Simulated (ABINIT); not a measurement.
Ge:

```
Ge
1.0
    -2.57449    2.57449    1.39741
     2.57449   -2.57449    1.39741
     2.57449    2.57449   -1.39741
Ge
2
Direct
  0.50000 0.50000 0.00000
  0.25000 0.75000 0.50000
```

This isn't the form of Ge at room conditions, which is diamond.

Program: ABINIT 10.8.3 (patched build). Alike in all runs: task single point; level PBE0; potentials or basis SG15 NC PBE v1.2; no spin polarisation; cell as given; k mesh 3 × 3 × 3; cutoff (eV) 599; smearing fermi-dirac 0.05 eV; the mesh is coarse, so values aren't converged.

Task: Order these runs on this cell by their pressure, lowest first.
A. share of exact exchange 0.5
B. share of exact exchange 0.35
C. share of exact exchange 0.15
D. share of exact exchange 0.25
E. share of exact exchange 0.05

Result: A (-15.3 GPa), B (-10.2 GPa), D (-7.0 GPa), C (-3.8 GPa), E (-0.6 GPa).

Caveats: all runs use coarse meshes; the potentials were made for another functional, which shifts forces and pressure.
